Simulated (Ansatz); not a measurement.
MgS: pressure against volume scale

Results calculated with Ansatz 0.2.0, not measured. Periodic Kohn-Sham DFT of a crystal at fixed atoms, scaled to volume_scale times the given cell; pressure positive in compression, energy less spherical unpolarised free atoms, largest_vzz the field gradient of largest size among the nuclei.

The cell before it is scaled or strained (space group Fm-3m, No. 225):
```
MgS
1.0
      0.0000     2.6017     2.6017
      2.6017     0.0000     2.6017
      2.6017     2.6017     0.0000
Mg S
1 1
Direct
  0.00000 0.00000 0.00000
  0.50000 0.50000 0.50000
```

Settings of every row: method frozen-core PAW; functional PBE; relativity scalar; k mesh 8x8x8; filling fermi-dirac; smearing width 0.01 eV; wave cutoff 420 eV; paw set soft_2.

Atom start moment: 0 on all atoms.

```csv
row,volume scale,V (Å³/atom),pressure (GPa)
1,0.94,16.554,6.675
2,0.96,16.904,?
3,0.98,17.258,2.819
4,0.99,17.434,1.97
5,1,17.609,1.163
6,1.01,17.787,0.396
7,1.02,17.963,-0.334
8,1.04,18.315,-1.689
9,1.06,18.665,-2.915
```

Question: what pressure should row 2 give?

Worked fit of pressure. Take u = (V_r/V)^(2/3) − 1 with V_r = 17.698 Å³ an atom, which is twice the finite (Eulerian) strain; such expansions in the strain, on which the Birch-Murnaghan equation of state is built, carry the rest volume and the bulk modulus. The shown rows have u = 0.04556, 0.01693, 0.01007, 0.00337, -0.00334, -0.00986, -0.02259, -0.03484. Least squares give pressure = 0.7765 + 115.501 × u + 288.42 × u² + 400 × u³ GPa; a parabola predicts inner rows, each left out in turn, worse (root mean square 0.0068 against 0.0041 GPa). The rows lie off it by 0.000, 0.002, 0.001, -0.006, 0.002, 0.001, 0.001, -0.001 (root mean square 0.0024 GPa). The pressure vanishes at u = -0.0068, or V = 17.88 Å³ an atom, and there the bulk modulus at fixed shape and fractions is B = −V dP/dV = (2/3)(1 + u) dP/du = 73.9 GPa. The withheld row has u = 0.03107, so the fit gives 0.7765 + 115.501 × (0.03107) + 288.42 × (0.03107)² + 400 × (0.03107)³ = 4.656 GPa.

The calculation gave 4.649 GPa. The fit lies 0.007 GPa (0.073 % of the column's range) above it; its largest miss of a shown row is 0.006 GPa.
